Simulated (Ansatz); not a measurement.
**AlCo: straining the crystal, biaxial strain in the a-b plane**

An exercise on one series of results from a longer session: the logs are not shown, and one member is left open.

Program: Ansatz 0.2.0. Level of theory: DFT PBE, scalar-relativistic, plane waves, PAW. These are calculated values, not measurements.

2 further runs of the same task are left out: 2 set aside as unsound or not needed.

**The system as given**

It takes space group Pm-3m (No. 221, cubic). Conventional cell: a = 2.852 Å, b = 2.852 Å, c = 2.852 Å, α = 90.00°, β = 90.00°, γ = 90.00°. Al (site symmetry m-3m) has 8 Co at 2.47 Å as nearest neighbours. Co (site symmetry m-3m) is surrounded by 8 Al at 2.47 Å.

Coordinates:

```
CELL_PARAMETERS angstrom
2.85190 0.00000 0.00000
0.00000 2.85190 0.00000
0.00000 0.00000 2.85190
ATOMIC_POSITIONS crystal
Al 0.00000 0.00000 0.00000
Co 0.50000 0.50000 0.50000
```

It goes back to an entry of the Materials Project.

This cell was relaxed beforehand with the same method: volume 11.60 Å³/atom, gap on the mesh none (metal).

The first run:

input.yaml

```yaml
crystal:
  lattice:
    - [2.8519024146, 0.0, 0.0]
    - [0.0, 2.8519024146, 0.0]
    - [0.0, 0.0, 2.8519024146]
  atoms:
    - { symbol: Al, position: [0.0, 0.0, 0.0] }
    - { symbol: Co, position: [0.5, 0.5, 0.5] }
basis:
  ecutwfc: 420
kpoints:
  mp_grid: { grid: [18, 18, 18] }
hamiltonian:
  xc: pbe
scf:
  occupations: { method: gaussian, width: 0.1 }
output:
  forces: true
  stress: true
  eigenvalues: true
```

Launch:

```console
ansatz run input.yaml --threads 1 --pin off --max-ram 2560MiB --backend cpu --events-out ev --progress --plain --runs-dir out
```

Steps of the session up to this table: The unstrained reference; Strain -1.0 %; At +1.0 %; The cell strained by -2.0 %; Strain +2.0 %; Strain -3.0 %; Strain +3.0 %.

One of the session's tables, all rows but one given; the rest of the session is left out.

| strain (%) | ΔE (meV/atom) | a (Å) | b (Å) | c (Å) |
| --- | --- | --- | --- | --- |
| -3.0 | 19.6 | 2.766 | 2.766 | 2.952 |
| -2.0 | 9.2 | 2.795 | 2.795 | 2.912 |
| -1.0 | ? | ? | ? | ? |
| +0.0 | 0.0 | 2.852 | 2.852 | 2.852 |
| +1.0 | 2.5 | 2.880 | 2.880 | 2.830 |
| +2.0 | 9.5 | 2.909 | 2.909 | 2.811 |
| +3.0 | 20.8 | 2.937 | 2.937 | 2.793 |

Q: Estimate the row for strain (%) = -1.0 from the others.

Worked estimate for «ΔE (meV/atom)». A straight line through the neighbours (-2.0, 9.2) and (0.0, 0.0) gives 9.2 + (0.0 − 9.2) × (-1.0 + 2.0) / (0.0 + 2.0) = 4.6; a parabola fitted to 4 rows on both sides gives 2.5.

**Answer.** ΔE (meV/atom): 2.4; a (Å): 2.823; b (Å): 2.823; c (Å): 2.878. In «ΔE (meV/atom)» the line misses by +2.2 and the parabola by +0.1.

ΔE is over the unstrained cell. Stress in GPa, positive in compression, on the Cartesian axes of the input. 

To keep in mind: Spin polarisation is off in the runs that give these values; a magnetic solution could lie lower. Warnings in the runs' records: seeded moment not kept.
